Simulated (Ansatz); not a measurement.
**Dielectric response of RbBr (001) films**

Aim: the electronic and static ε of rocksalt RbBr (001) from films of several thicknesses in a field.

Main program and level: Ansatz 0.2.0; plane-wave DFT, PBE, Ansatz PAW (set soft_1); PAW set soft_1, in the first sound run; inputs show where later runs differ.

**1. The starting structure**

The cell holds 6 atoms: 3 Rb and 3 Br. Cell: a = 4.872 Å, b = 4.872 Å, c = 24.890 Å, α = 90.0°, β = 90.0°, γ = 90.0°. It derives from RbBr (rocksalt RbBr). Vacuum lies along c.

**2. Relaxing the film, 6 atoms, units 3**

The structure is relaxed first, because levels and dipoles at a surface follow the positions of the outer atoms.

input.yaml

```yaml
crystal:
  lattice:
    - [4.87196572, 0.0, 0.0]
    - [0.0, 4.87196572, 0.0]
    - [0.0, 0.0, 24.89]
  atoms:
    - { symbol: Rb, position: [0.5, 0.5, 0.3615910004] }
    - { symbol: Br, position: [0.0, 0.0, 0.3615910004] }
    - { symbol: Rb, position: [0.0, 0.0, 0.5] }
    - { symbol: Br, position: [0.5, 0.5, 0.5] }
    - { symbol: Rb, position: [0.5, 0.5, 0.6384089996] }
    - { symbol: Br, position: [0.0, 0.0, 0.6384089996] }
kpoints:
  mp_grid: { grid: [6, 6, 1] }
hamiltonian:
  xc: pbe
  pseudopotentials: { kind: paw, azcp: { folder: soft_1 } }
scf:
  occupations: { method: fixed }
  convergence: { dr2_threshold: 1.0e-09 }
efield:
  axis: 3
  dipole_correction: true
  ramp_position: 0.97
  ramp_width: 0.06
relax:
  f_tol: 0.003
  max_steps: 100
output:
  write_potential: true
  write_density: true
  volumetric_format: npy
```

Command:

```sh
$ ansatz run input.yaml --threads 4 --pin off --max-ram 8192MiB --backend cpu --events-out ev --progress --plain --runs-dir out
```

Numbers of over 12 decimals in the logs are rounded to 6 here.

What it wrote:

```text
Engine: ansatz 0.2.0, aarch64-unknown-linux-gnu
Pseudopotentials: kind: paw
Pseudopotential: Rb, paw, valence charge 9, recommended cutoff 420 eV (normal), soft_1/Rb.paw.azcp
Pseudopotential: Br, paw, valence charge 7, recommended cutoff 420 eV (normal), soft_1/Br.paw.azcp
Functional definition: PBE
  parameter kappa = 0.804
  parameter beta = 0.066725
  exchange = pbe_x(kappa = kappa, mu = beta*pi^2/3)
  correlation = pbe_c(beta = beta)
Crystal: 6 atoms, lattice volume = 590.790 Å³
Basis set: ecut = 420 eV, 11543 PW (Γ), exchange–correlation on 72×72×360 points (8 copies of the dense FFT grid, shifted against one another)
Bands: 30, of which v1, the nominal top of the filled ones, is band 24 counted from 1 (23 counted from 0)
Symmetry: 8 space group operations
k-points: 10 of 36
Non-local potential: Rb, projectors of the file, l = 0: 3, l = 1: 2, l = 2: 2
Non-local potential: Br, projectors of the file, l = 0: 2, l = 1: 2, l = 2: 2
PAW form: soft (Blöchl's): semilocal exchange-correlation on the pseudo side does not see the compensation charge
PAW one-centre angular grid: Rb, 110 points (default); XC on 64 Gauss nodes
PAW one-centre angular grid: Br, 110 points (default); XC on 64 Gauss nodes
Initial density: superposition of atomic densities (neutral atoms: chi_scale 0, normalization atom)
Initial wavefunctions: pseudopotential atomic-orbital guess
Functional: x = pbe(κ = 0.804, μ = 0.219515), c = pbe(β = 0.066725)
SCF iter   1: F=—  HF=-18163.130630 eV  |F-HF|=—  |Δ(HF+E_count)|=         —  Δρ=1.29e-2  dr2=3.25e0  ethr=3.10e-3  p=0.000 e·Å  D=3.16e-14 V/Å  ΔV_dip=-0.00 eV  dr2_dipole=8.86e-9  V_vac-E_F(+/−)=8.75/8.75 eV  ⟨swp⟩=5.6  Hψ=1168  notcnv=0  defer=32
efield: sawtooth ramp at fractional position 0.9700 (set: `efield.ramp_position`, or a place that a band, a saddle search or an elastic batch's reference lends), width 0.0600; the density the first Hamiltonian is built on has a dipole p = 0.000 e·Å; the dipole correction subtracts the counter field D = 3.16e-14 V/Å, which shifts the + side's vacuum level by -0.00 eV against the − side's; the planar-averaged density in the ramp window peaks in size at 5.6e-8 e/Å³
preconditioner: auto → Resta (q_TF=auto, 1.796 Å⁻¹)  ε∞=1.6  [insulator: Δε(μ)=5.184 eV  Ē_g=12.308 eV  n_scr=50 (ndim 8)  ℏωp=9.9 eV  f_vac=0.524  ε∞_Penn≈1.6  vacuum switching on, ρ_ref=1.1e-2 e/Å³]
SCF iter   2: F=—  HF=-18162.029971 eV  |F-HF|=—  |Δ(HF+E_count)|=    1.10e0  Δρ=4.84e-3  dr2=2.83e-1  ethr=3.10e-3  p=0.000 e·Å  D=2.46e-5 V/Å  ΔV_dip=-0.00 eV  dr2_dipole=3.31e-9  V_vac-E_F(+/−)=6.74/6.74 eV  ⟨swp⟩=2.6  Hψ=640  notcnv=0  defer=32
density mixer auto → msr1: gapped (density of states about μ 0.00 of a free-electron gas's, 50 screened modes)
SCF iter   3: F=—  HF=-18162.013294 eV  |F-HF|=—  |Δ(HF+E_count)|=   1.67e-2  Δρ=2.13e-3  dr2=3.69e-2  ethr=5.90e-4  p=0.000 e·Å  D=2.81e-6 V/Å  ΔV_dip=-0.00 eV  dr2_dipole=1.55e-12  V_vac-E_F(+/−)=6.04/6.04 eV  ⟨swp⟩=2.6  Hψ=491  notcnv=0  defer=38
SCF iter   4: F=—  HF=-18162.023387 eV  |F-HF|=—  |Δ(HF+E_count)|=   1.01e-2  Δρ=2.21e-4  dr2=6.86e-4  ethr=7.69e-5  p=0.000 e·Å  D=5.40e-6 V/Å  ΔV_dip=-0.00 eV  dr2_dipole=8.59e-10  V_vac-E_F(+/−)=5.73/5.73 eV  ⟨swp⟩=3.6  Hψ=502  notcnv=0  defer=40
SCF iter   5: F=—  HF=-18162.023472 eV  |F-HF|=—  |Δ(HF+E_count)|=   8.50e-5  Δρ=9.14e-5  dr2=7.61e-5  ethr=1.43e-6  p=-0.000 e·Å  D=-4.16e-6 V/Å  ΔV_dip=0.00 eV  dr2_dipole=2.67e-10  V_vac-E_F(+/−)=5.74/5.74 eV  ⟨swp⟩=2.7  Hψ=526  notcnv=0  defer=40
SCF iter   6: F=—  HF=-18162.023492 eV  |F-HF|=—  |Δ(HF+E_count)|=   2.04e-5  Δρ=2.59e-5  dr2=4.61e-6  ethr=1.58e-7  p=0.000 e·Å  D=2.95e-7 V/Å  ΔV_dip=-0.00 eV  dr2_dipole=5.18e-13  V_vac-E_F(+/−)=5.74/5.74 eV  ⟨swp⟩=2.1  Hψ=492  notcnv=0  defer=39
SCF iter   7: F=—  HF=-18162.023558 eV  |F-HF|=—  |Δ(HF+E_count)|=   6.54e-5  Δρ=6.80e-6  dr2=3.47e-7  ethr=9.61e-9  p=-0.000 e·Å  D=-3.20e-7 V/Å  ΔV_dip=0.00 eV  dr2_dipole=2.16e-12  V_vac-E_F(+/−)=5.74/5.74 eV  ⟨swp⟩=2.0  Hψ=508  notcnv=0  defer=38
SCF iter   8: F=—  HF=-18162.023558 eV  |F-HF|=—  |Δ(HF+E_count)|=   1.34e-7  Δρ=1.48e-6  dr2=9.30e-9  ethr=7.23e-10  p=0.000 e·Å  D=8.28e-8 V/Å  ΔV_dip=-0.00 eV  dr2_dipole=1.17e-13  V_vac-E_F(+/−)=5.74/5.74 eV  ⟨swp⟩=2.1  Hψ=492  notcnv=0  defer=38
SCF iter   9: F=-18162.023558 eV  HF=-18162.023558 eV  |F-HF|=2.18e-11  |Δ(HF+E_count)|=   1.59e-8  Δρ=2.14e-7  dr2=2.12e-10  ethr=2.08e-12  p=-0.000 e·Å  D=-1.46e-7 V/Å  ΔV_dip=0.00 eV  dr2_dipole=3.50e-13  V_vac-E_F(+/−)=5.74/5.74 eV  ⟨swp⟩=8.0  Hψ=1975  notcnv=0
SCF 1 converged in 9 iterations: F = -18162.023558 eV  dr2 = 2.12e-10
  greatest PAW one-centre occupation: 0.973 electrons in one spin orbital (limit 2), on the Rb atom at site 2 (counted from 0), in its partial waves of l = 0
relax step   1: F+E_penalty+E_count = -18162.02355794 eV  Δ(F+E_penalty+E_count) = +0.000e0 eV  max|allowed force component| = 7.916e-2 eV/Å  Δτ_max = 0.0000 Å  (9 SCF iters, accepted)
Initial density: handed on by an earlier stage of this run
Initial wavefunctions: those handed on with the density
iter 1 solved again at ethr=1.01e-5 eV; its pass at ethr=3.10e-3 eV (dr2=4.84e-3 eV) is discarded
SCF iter   1: F=—  HF=-18162.029351 eV  |F-HF|=—  |Δ(HF+E_count)|=         —  Δρ=3.86e-4  dr2=4.91e-3  ethr=1.01e-5  p=-0.000 e·Å  D=-1.46e-7 V/Å  ΔV_dip=0.00 eV  dr2_dipole=9.09e-13  V_vac-E_F(+/−)=5.74/5.74 eV  ⟨swp⟩=2.4  Hψ=983  notcnv=0  defer=40
efield: sawtooth ramp at fractional position 0.9700 (set: `efield.ramp_position`, or a place that a band, a saddle search or an elastic batch's reference lends), width 0.0600; the density the first Hamiltonian is built on has a dipole p = -0.000 e·Å; the dipole correction subtracts the counter field D = -1.46e-7 V/Å, which shifts the + side's vacuum level by +0.00 eV against the − side's; the planar-averaged density in the ramp window peaks in size at 6.9e-8 e/Å³
preconditioner: auto → Resta (q_TF=auto, 1.796 Å⁻¹)  ε∞=1.7  [insulator: Δε(μ)=4.260 eV  Ē_g=11.858 eV  n_scr=50 (ndim 8)  ℏωp=9.9 eV  f_vac=0.568  ε∞_Penn≈1.7  vacuum switching on, ρ_ref=1.0e-2 e/Å³]
SCF iter   2: F=—  HF=-18162.028034 eV  |F-HF|=—  |Δ(HF+E_count)|=   1.32e-3  Δρ=1.72e-4  dr2=2.02e-4  ethr=1.01e-5  p=0.000 e·Å  D=9.39e-8 V/Å  ΔV_dip=-0.00 eV  dr2_dipole=9.27e-15  V_vac-E_F(+/−)=5.79/5.79 eV  ⟨swp⟩=3.3  Hψ=413  notcnv=0  defer=40  κ⁻¹=1.0e0(r=1)
density mixer auto → broyden: gapped, where msr1 would fit the directions that read negative (density of states about μ 0.00 of a free-electron gas's, 50 screened modes)
[...]
density mixer auto → broyden: gapped, where msr1 would fit the directions that read negative (density of states about μ 0.00 of a free-electron gas's, 50 screened modes)
SCF iter   3: F=—  HF=-18162.029645 eV  |F-HF|=—  |Δ(HF+E_count)|=   1.88e-5  Δρ=7.38e-5  dr2=3.91e-5  ethr=4.08e-7  p=-0.000 e·Å  D=-9.13e-8 V/Å  ΔV_dip=0.00 eV  dr2_dipole=7.48e-15  V_vac-E_F(+/−)=5.82/5.82 eV  ⟨swp⟩=2.5  Hψ=439  notcnv=0  defer=40  κ⁻¹=1.8e-2(r=2)
SCF iter   4: F=—  HF=-18162.029659 eV  |F-HF|=—  |Δ(HF+E_count)|=   1.40e-5  Δρ=1.34e-5  dr2=9.56e-7  ethr=8.15e-8  p=-0.000 e·Å  D=-6.15e-8 V/Å  ΔV_dip=0.00 eV  dr2_dipole=7.00e-14  V_vac-E_F(+/−)=5.81/5.81 eV  ⟨swp⟩=2.9  Hψ=467  notcnv=0  defer=40  κ⁻¹=5.5e-4(r=3)
SCF iter   5: F=—  HF=-18162.029704 eV  |F-HF|=—  |Δ(HF+E_count)|=   4.45e-5  Δρ=4.04e-6  dr2=6.01e-8  ethr=1.99e-9  p=-0.000 e·Å  D=-1.58e-7 V/Å  ΔV_dip=0.00 eV  dr2_dipole=2.83e-14  V_vac-E_F(+/−)=5.81/5.81 eV  ⟨swp⟩=2.2  Hψ=495  notcnv=0  defer=28  κ⁻¹=3.1e-5(r=4)
SCF iter   6: F=—  HF=-18162.029704 eV  |F-HF|=—  |Δ(HF+E_count)|=   8.21e-8  Δρ=8.83e-7  dr2=3.00e-9  ethr=1.25e-10  p=-0.000 e·Å  D=-1.02e-7 V/Å  ΔV_dip=0.00 eV  dr2_dipole=3.12e-15  V_vac-E_F(+/−)=5.81/5.81 eV  ⟨swp⟩=2.0  Hψ=487  notcnv=0  defer=29  κ⁻¹=2.8e-6(r=5)
SCF iter   7: F=-18162.029704 eV  HF=-18162.029704 eV  |F-HF|=4.98e-10  |Δ(HF+E_count)|=   6.29e-9  Δρ=2.22e-7  dr2=2.90e-10  ethr=2.08e-12  p=-0.000 e·Å  D=-1.19e-7 V/Å  ΔV_dip=0.00 eV  dr2_dipole=6.76e-17  V_vac-E_F(+/−)=5.81/5.81 eV  ⟨swp⟩=7.6  Hψ=1766  notcnv=0
SCF 3 converged in 7 iterations: F = -18162.029704 eV  dr2 = 2.90e-10
relax step   3: F+E_penalty+E_count = -18162.02970366 eV  Δ(F+E_penalty+E_count) = -1.647e-3 eV  max|allowed force component| = 3.529e-3 eV/Å  Δτ_max = 0.0379 Å  (7 SCF iters, accepted)
SCF iter   1: F=—  HF=-18162.029686 eV  |F-HF|=—  |Δ(HF+E_count)|=         —  Δρ=4.53e-5  dr2=5.20e-5  ethr=1.03e-6  p=-0.000 e·Å  D=-1.19e-7 V/Å  ΔV_dip=0.00 eV  dr2_dipole=4.05e-13  V_vac-E_F(+/−)=5.81/5.81 eV  ⟨swp⟩=3.0  Hψ=587  notcnv=0  defer=40
efield: sawtooth ramp at fractional position 0.9700 (set: `efield.ramp_position`, or a place that a band, a saddle search or an elastic batch's reference lends), width 0.0600; the density the first Hamiltonian is built on has a dipole p = -0.000 e·Å; the dipole correction subtracts the counter field D = -1.19e-7 V/Å, which shifts the + side's vacuum level by +0.00 eV against the − side's; the planar-averaged density in the ramp window peaks in size at 3.0e-8 e/Å³
preconditioner: auto → Resta (q_TF=auto, 1.796 Å⁻¹)  ε∞=1.7  [insulator: Δε(μ)=4.251 eV  Ē_g=11.891 eV  n_scr=50 (ndim 8)  ℏωp=9.9 eV  f_vac=0.564  ε∞_Penn≈1.7  vacuum switching on, ρ_ref=1.0e-2 e/Å³]
SCF iter   2: F=—  HF=-18162.029674 eV  |F-HF|=—  |Δ(HF+E_count)|=   1.19e-5  Δρ=1.94e-5  dr2=2.52e-6  ethr=1.08e-7  p=0.000 e·Å  D=4.14e-8 V/Å  ΔV_dip=-0.00 eV  dr2_dipole=4.88e-14  V_vac-E_F(+/−)=5.82/5.82 eV  ⟨swp⟩=2.0  Hψ=454  notcnv=0  defer=39  κ⁻¹=1.0e0(r=1)
density mixer auto → broyden: gapped, where msr1 would fit the directions that read negative (density of states about μ 0.00 of a free-electron gas's, 50 screened modes)
SCF iter   3: F=—  HF=-18162.029722 eV  |F-HF|=—  |Δ(HF+E_count)|=   4.83e-5  Δρ=8.39e-6  dr2=5.02e-7  ethr=5.25e-9  p=-0.000 e·Å  D=-1.73e-8 V/Å  ΔV_dip=0.00 eV  dr2_dipole=3.90e-14  V_vac-E_F(+/−)=5.82/5.82 eV  ⟨swp⟩=2.2  Hψ=480  notcnv=0  defer=20  κ⁻¹=1.8e-2(r=2)
SCF iter   4: F=—  HF=-18162.029722 eV  |F-HF|=—  |Δ(HF+E_count)|=   2.53e-7  Δρ=1.51e-6  dr2=1.25e-8  ethr=1.05e-9  p=0.000 e·Å  D=6.20e-8 V/Å  ΔV_dip=-0.00 eV  dr2_dipole=5.40e-15  V_vac-E_F(+/−)=5.81/5.81 eV  ⟨swp⟩=2.8  Hψ=472  notcnv=0  defer=23  κ⁻¹=4.9e-4(r=3)
SCF iter   5: F=-18162.029722 eV  HF=-18162.029722 eV  |F-HF|=1.16e-9  |Δ(HF+E_count)|=   1.18e-8  Δρ=4.48e-7  dr2=7.22e-10  ethr=2.08e-12  p=0.000 e·Å  D=3.68e-8 V/Å  ΔV_dip=-0.00 eV  dr2_dipole=6.33e-16  V_vac-E_F(+/−)=5.81/5.81 eV  ⟨swp⟩=8.5  Hψ=2002  notcnv=0
SCF 4 converged in 5 iterations: F = -18162.029722 eV  dr2 = 7.22e-10
relax step   4: F+E_penalty+E_count = -18162.02972231 eV  Δ(F+E_penalty+E_count) = -1.866e-5 eV  max|allowed force component| = 1.706e-4 eV/Å  Δτ_max = 0.0044 Å  (5 SCF iters, accepted)
NSCF: frozen V_eff on 10 k-points
the band table was solved once a step of the walk had ended and its energy, with any forces and stress, was formed, with the checks that follow a solve (2093 applications of the Hamiltonian). They found nothing against the state; the energy, forces and stress were not computed again (output.eigenvalues in the input reference)
WARN: The output density's exchange-correlation potential varies sharply where the density is thin. Do not read a vacuum level from v_tot or v_xc, or from such a field of the output density. On a cell that repeats whose density bears no net charge and no dipole along the vacuum's axis use v_es (v_loc + v_h of the components); under efield.dipole_correction with no amplitude use v_es + v_field, which holds any externa [...]
SCF converged after 5 iterations
Stability not checked: this state was not tested for a lower state beside it, because the mixer in use, unlike msr1, does not test its closes by its own steps (another_mixer; see scf.mixing.algorithm and scf.lower_state_search)
Free energy (F): -18162.029722 eV
Harris-Foulkes:  -18162.029722 eV  (|F-HF|=1.16e-9)
Internal energy: -18162.029722 eV  (E = F + TS)
E sigma→0 (E₀):  -18162.029722 eV
Fermi energy:    -2.885642 eV
Dipole field:    D = 0.000000 V/Å  (p = 0.000000 e·Å, saw-weighted, corrected)
Work function:   Φ+ = 5.8146 eV   Φ− = 5.8146 eV
Levels:          The Fermi level and band energies are counted from a zero that moves with the ramp; work functions are not
--- Per-component energies (eV) ---
  E_band       = -524.028160
  E_kinetic    = 939.758019
  E_local      = -15337.378538  (includes V_loc(G=0)·N_el)
  E_nonlocal   = 716.202747
  E_hartree    = 7005.588427
  E_xc         = -965.785931
  E_vxc        = -717.793924  (∫ρ·V_xc dr)
  E_paw        = -14807.721772  (= ΣΔE_a)
  E_vpaw       = -135.992390  (= ΣTr[D̂ρ^β])
  E_aug_tail   = -0.000054  (compensation charges beyond the density's cutoff)
  E_efield     = 0.000000  (sawtooth field / dipole correction)
  E_vefield    = -0.000000  (∫n·V_field dr)
  E_ewald      = 4287.307380
  E_smearing   = -0.000000  (= −TS)
  E_closure    = -0.000000  (closes the sum)
  Σ components = -18162.029722   (vs F -18162.029722, Δ=0.00e0)
--- Forces (eV/Å), atoms counted from 1 ---
  atom   1  Rb     0.00000000     0.00000000    -0.00008965
  atom   2  Br     0.00000000     0.00000000    -0.00017049
  atom   3  Rb     0.00000000     0.00000000    -0.00000021
  atom   4  Br    -0.00000000     0.00000000     0.00000028
  atom   5  Rb     0.00000000     0.00000000     0.00008941
  atom   6  Br    -0.00000000     0.00000000     0.00017061
  max |Σ_I F_I| component: 5.34e-8 eV/Å
--- Band table (eV; the first three rows and the last of 10) ---
  k-point 0: bands = [... 20 lower, -2.9062, -2.9062, -2.8856, -2.8856, 1.3666, 1.8448, 2.5899, 2.8362, ... 2 higher]
  k-point 1: bands = [... 20 lower, -3.0767, -2.9853, -2.9704, -2.9540, 1.7195, 2.1047, 2.8096, 3.1628, ... 2 higher]
  k-point 2: bands = [... 20 lower, -3.1068, -3.0937, -3.0845, -3.0213, 2.4940, 2.7000, 3.3507, 3.8333, ... 2 higher]
  k-point 9: bands = [... 20 lower, -3.1022, -3.1022, -3.0793, -2.9431, 2.9683, 2.9683, 3.8310, 3.8310, ... 2 higher]
--- Relaxed structure (4 steps of the walk, 4 accepted, 0 SCFs on fresh bases) ---
  F+E_penalty+E_count = -18162.02972231 eV   max|allowed force component| = 1.706e-4 eV/Å
  atoms:
    - { symbol: Rb, position: [0.5, 0.5, 0.360070] }
    - { symbol: Br, position: [0, 0.0, 0.358307] }
    - { symbol: Rb, position: [0, 0.0, 0.500000] }
    - { symbol: Br, position: [0.5, 0.5, 0.500000] }
    - { symbol: Rb, position: [0.5, 0.5, 0.639930] }
    - { symbol: Br, position: [0, 0.0, 0.641693] }
```

Elapsed: 14 s, on 4 threads of Arm Neoverse V1, shared host; peak memory 0.82 GiB.

The steps of the relaxation:

```
step  energy less that of the first step (eV)  largest force component (eV/Å)
   1                                   0.0000                          0.0792
   2                                  -0.0045                          0.0337
   3                                  -0.0061                          0.0035
   4                                  -0.0062                          0.0002
```

The run keeps the 8 symmetry operations that it works with, so distortions that break them were not tested.

The atoms that moved most (Å):

```csv
atom,dx,dy,dz,length
Br2,0.000,0.000,-0.082,0.082
Br6,0.000,0.000,0.082,0.082
Rb5,0.000,0.000,0.038,0.038
Rb1,0.000,0.000,-0.038,0.038
```

Final coordinates:

```xyz
6
Lattice="4.8720 0.0000 0.0000 0.0000 4.8720 0.0000 0.0000 0.0000 24.8900" Properties=species:S:1:pos:R:3
Rb    2.4360    2.4360    8.9621
Br    0.0000    0.0000    8.9183
Rb    0.0000    0.0000   12.4450
Br    2.4360    2.4360   12.4450
Rb    2.4360    2.4360   15.9279
Br    0.0000    0.0000   15.9717
```

This step gave:

```yaml
gap_on_the_k_mesh: 4.252 eV
dipole_along_the_normal: 5.57e-8 e·Å
ionisation_energy_upper_face: 5.815 eV
electron_affinity_upper_face: 1.562 eV
```

Running mean over 3.445 Å of the planar mean; the ramp of the sawtooth is left out. Electron's electrostatic potential energy less the highest filled level against z:

z (Å), electron's electrostatic potential energy less the highest filled level (eV) and a bar:
```
      3.5       5.81 ##############################
      4.0       5.81 ##############################
      4.5       5.81 ##############################
      5.0       5.81 ##############################
      5.5       5.79 ##############################
      6.0       5.71 #############################
      6.5       5.35 ############################
      7.0       3.95 ####################
      7.5       1.75 #########
      8.0       0.50 ##
      8.5       0.21 
      9.0       0.15 
      9.5       0.15 
     10.0       0.22 #
     10.5       0.36 #
     11.0       0.33 #
     11.5       0.18 
     12.0       0.13 
     12.5       0.12 
     13.0       0.13 
     13.5       0.21 
     14.0       0.36 #
     14.5       0.34 #
     15.0       0.20 
     15.5       0.15 
     16.0       0.15 
     16.5       0.24 #
     17.0       0.65 ###
     17.5       2.20 ###########
     18.0       4.38 ######################
     18.5       5.48 ############################
     19.0       5.74 ##############################
     19.5       5.80 ##############################
     20.0       5.81 ##############################
     20.5       5.81 ##############################
     21.0       5.81 ##############################
     21.5       5.81 ##############################
```

The relaxation took 4 steps and lowered the energy by 0.0062 eV; the largest force on the free atoms ends at 1.7e-4 eV/Å.

The gap is 4.25 eV, with the valence edge 5.81 eV and the conduction edge 1.56 eV under the upper vacuum level.

(Continued in part 2 of 5.)

[Logs are printed without paths, hosts, clocks, repeated set-up lines and the standing remarks that a program may print on its own settings, such as how far it seeks lower states.]

[Hosts, paths, dates, database ids (printed as entryN), source tags and the programs' standing remarks are cut or masked in the printed files.]

[Maps of the electrostatic potential energy from Ansatz leave out the sawtooth potential of an applied field or a dipole correction, so their vacuum need not be flat; planar profiles and work functions include it.]
